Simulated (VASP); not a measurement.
# NbP (P1) in VASP: notebook, part 2 of 2

VASP 6.6.1. The steps go on from the part before.

### Step 5. Molecular dynamics, PBE

INCAR

```
SYSTEM = NbP
PREC     = Accurate       ! precision mode
ENCUT    = 520            ! plane-wave cutoff, eV
EDIFF    = 1E-5           ! SCF threshold, eV
ISMEAR   = 0              ! smearing method
SIGMA    = 0.1            ! smearing width, eV
LREAL    = .False.        ! projectors in reciprocal space
LASPH    = .True.         ! aspherical terms in the spheres
NELM     = 100            ! most SCF steps
ALGO     = Normal         ! electronic algorithm
ISIF     = 2              ! what is computed and relaxed
LWAVE    = .False.        ! write WAVECAR
LCHARG   = .False.        ! write CHGCAR
GGA      = PE             ! functional
NBANDS   = 26             ! bands
IBRION   = 0              ! ionic algorithm
NSW      = 30             ! ionic steps
POTIM    = 1.0            ! step
TEBEG    = 900.0        
TEEND    = 900.0        
ISYM     = 0            
NELMIN   = 4            
RANDOM_SEED= 28574 0 0    
MDALGO   = 2            
SMASS    = 0
```

KPOINTS

```
regular mesh
0
Gamma
  4 4 3
  0 0 0
```

POSCAR

```
NbP
1.0
   -0.0249810000      3.4003030000     -0.0028610000
    3.4296190000     -0.0249810000     -0.0093040000
    1.7182400000      1.6925560000     -5.8635530000
Nb P
2 2
Direct
    0.0005620000      0.0467900000      0.0090330000
    0.7630510000      0.2756980000      0.4820640000
    0.4943820000      0.5078010000      0.9902890000
    0.2774620000      0.7790810000      0.4816380000
```

Potentials or basis: VASP PAW PBE potentials, release 64 (Nb_sv, P).

The run is started by

```sh
cat potpaw_PBE.64/Nb_sv/POTCAR potpaw_PBE.64/P/POTCAR > POTCAR
mpirun -np 1 vasp_std > vasp.out
```

OUTCAR:

```text
SYSTEM = NbP
   PREC = Accurate
   ENCUT = 520
   EDIFF = 1E-5
   ISMEAR = 0
   LREAL = .False.
   LASPH = .True.
   NELM = 100
   ISIF = 2
   GGA = PE
   IBRION = 0
   NSW = 30
   POTIM = 1.0
   TEBEG = 900.0
   ISYM = 0
   NELMIN = 4

 ion  position               nearest neighbor table
   1  0.001  0.047  0.009-   3 2.25   3 2.36   3 2.52   3 2.56
   2  0.763  0.276  0.482-   4 2.36   4 2.41   4 2.44   4 2.46
   3  0.494  0.508  0.990-   1 2.25   1 2.36   1 2.52   1 2.56
   4  0.277  0.779  0.482-   2 2.36   2 2.41   2 2.44   2 2.46

IMPORTANT INFORMATION: All symmetrisations will be switched off!
NOSYMM: (Re-)initialisation of all symmetry stuff for point group C_1.

----------------------------------------------------------------------------------------

                                     Primitive cell

  volume of cell :      68.3041

  direct lattice vectors                    reciprocal lattice vectors
    -0.024981000  3.400303000 -0.002861000     0.002375039  0.294180922  0.085613377
     3.429619000 -0.024981000 -0.009304000     0.291827450  0.002216460  0.086156138
     1.718240000  1.692556000 -5.863553000    -0.000464216 -0.000147056 -0.170723542

  length of vectors
     3.400395966  3.429722598  6.340216739     0.306394690  0.304287780  0.170724236

  position of ions in fractional coordinates (direct lattice)
     0.000562000  0.046790000  0.009033000
     0.763051000  0.275698000  0.482064000
     0.494382000  0.507801000  0.990289000
     0.277462000  0.779081000  0.481638000

  ion indices of the primitive-cell ions
   primitive index   ion index
                 1           1
                 2           2
                 3           3
                 4           4

[... 123 lines left out ...]

------------------------ aborting loop because EDIFF is reached ----------------------------------------

  FORCE on cell =-STRESS in cart. coord.  units (eV):
  Direction    XX          YY          ZZ          XY          YZ          ZX
  --------------------------------------------------------------------------------------
  -------------------------------------------------------------------------------------
  Total        5.9021880      6.9765709     -5.6425448      2.4685416     -0.2166078      0.4388908
  in kB      138.4448410    163.6461345   -132.3545128     57.9034168     -5.0808659     10.2948547
  external PRESSURE =      56.5788209 kB  Pullay stress =       0.0000000 kB
[... 121 lines left out ...]
  ENERGY OF THE ELECTRON-ION-THERMOSTAT SYSTEM (eV)
  ---------------------------------------------------
% ion-electron   TOTEN  =       -32.165375  see above
  kinetic energy EKIN   =         0.350576
  kin. lattice  EKIN_LAT=         0.000000  (temperature  904.05 K)
  nose potential ES     =         0.000040
  nose kinetic   EPS    =         0.000000
  ---------------------------------------------------
  total energy   ETOTAL =       -31.814759 eV

[... ionic steps 4 to 27 ...]

--------------------------------------- Ionic step       28  -------------------------------------------

 number of electron      36.0000000 magnetization

------------------------ aborting loop because EDIFF is reached ----------------------------------------
[... 91 lines left out ...]
--------------------------------------- Ionic step       30  -------------------------------------------

 number of electron      36.0000000 magnetization

 Free energy of the ion-electron system (eV)
  ---------------------------------------------------
  ext. energy  EPLUGINS =         0.00000000
  ---------------------------------------------------
  free energy    TOTEN  =       -32.54372905 eV

  energy without entropy =      -32.53178386  energy(sigma->0) =      -32.53775646

 E-fermi :  10.0680     XC(G=0): -11.6574

 val. band max:       10.0225028476   @ k =   0.2500  -0.0000   0.3333
 cond. band min:      10.0724703950   @ k =   0.2500  -0.0000   0.3333
 fundamental gap:      0.0499675474
 Fermi energy:        10.0680359190

 k-point     1 :       0.0000    0.0000    0.0000
  band No.  band energies     occupation
      1     -45.1024      2.00000
      2     -45.0264      2.00000
      3     -21.2194      2.00000
      4     -21.1869      2.00000
      5     -21.1804      2.00000
      6     -21.1591      2.00000
[... 685 lines left out ...]
     25      13.4074      0.00000
     26      14.2162      0.00000

 [... further k-points ...]

------------------------ aborting loop because EDIFF is reached ----------------------------------------

  FORCE on cell =-STRESS in cart. coord.  units (eV):
  Direction    XX          YY          ZZ          XY          YZ          ZX
  --------------------------------------------------------------------------------------
  -------------------------------------------------------------------------------------
  Total        4.8352659      4.9495379     -6.2463095      2.1569701      0.4765378     -0.2113714
  in kB      113.4185535    116.0989779   -146.5167367     50.5950309     11.1779234     -4.9580387
  external PRESSURE =      27.6669316 kB  Pullay stress =       0.0000000 kB
[... 25 lines left out ...]
  ENERGY OF THE ELECTRON-ION-THERMOSTAT SYSTEM (eV)
  ---------------------------------------------------
% ion-electron   TOTEN  =       -32.543729  see above
  kinetic energy EKIN   =         0.409822
  kin. lattice  EKIN_LAT=         0.000000  (temperature 1056.83 K)
  nose potential ES     =         0.270022
  nose kinetic   EPS    =         0.049343
  ---------------------------------------------------
  total energy   ETOTAL =       -31.814542 eV
```

Run time: 4.6 min. Hardware: 1 thread of Intel Xeon Platinum 8559C (Emerald Rapids), shared host; peak memory 0.24 GiB.

Step by step:
| step | potential energy change (eV) | largest force (eV/Å) | pressure (GPa) | volume (Å³) | temperature (K) |
| --- | --- | --- | --- | --- | --- |
| 1 | 0.0000 | 2.5516 | 5.66 | 68.30 | 901 |
| 2 | -0.0007 | 2.6327 | 5.66 | 68.30 | 902 |
| 3 | -0.0016 | 2.7031 | 5.65 | 68.30 | 904 |
| 4 | -0.0029 | 2.7465 | 5.62 | 68.30 | 907 |
| 5 | -0.0046 | 2.7800 | 5.60 | 68.30 | 911 |
| 6 | -0.0068 | 2.7902 | 5.56 | 68.30 | 916 |
| 7 | -0.0096 | 2.7846 | 5.52 | 68.30 | 922 |
| 8 | -0.0131 | 2.7574 | 5.48 | 68.30 | 930 |
| 9 | -0.0173 | 2.7128 | 5.42 | 68.30 | 938 |
| 10 | -0.0225 | 2.6540 | 5.36 | 68.30 | 948 |
| 11 | -0.0286 | 2.5779 | 5.29 | 68.30 | 958 |
| 12 | -0.0357 | 2.4871 | 5.21 | 68.30 | 970 |
| 13 | -0.0440 | 2.3835 | 5.13 | 68.30 | 983 |
| 14 | -0.0535 | 2.2690 | 5.04 | 68.30 | 997 |
| 15 | -0.0643 | 2.1446 | 4.94 | 68.30 | 1011 |
| 16 | -0.0762 | 2.0900 | 4.84 | 68.30 | 1024 |
| 17 | -0.0894 | 2.2205 | 4.72 | 68.30 | 1038 |
| 18 | -0.1038 | 2.3402 | 4.61 | 68.30 | 1050 |
| 19 | -0.1194 | 2.4505 | 4.48 | 68.30 | 1060 |
| 20 | -0.1363 | 2.5462 | 4.35 | 68.30 | 1069 |
| 21 | -0.1545 | 2.6286 | 4.22 | 68.30 | 1076 |
| 22 | -0.1740 | 2.6926 | 4.08 | 68.30 | 1081 |
| 23 | -0.1948 | 2.7417 | 3.94 | 68.30 | 1084 |
| 24 | -0.2170 | 2.7717 | 3.78 | 68.30 | 1084 |
| 25 | -0.2407 | 2.7865 | 3.63 | 68.30 | 1083 |
| 26 | -0.2657 | 2.7838 | 3.46 | 68.30 | 1081 |
| 27 | -0.2923 | 2.7685 | 3.30 | 68.30 | 1076 |
| 28 | -0.3202 | 2.7399 | 3.13 | 68.30 | 1071 |
| 29 | -0.3494 | 2.7025 | 2.95 | 68.30 | 1064 |
| 30 | -0.3799 | 2.6570 | 2.77 | 68.30 | 1057 |

Caveat: the k mesh is coarse (spacing up to 0.48 Å⁻¹), so the values aren't converged.
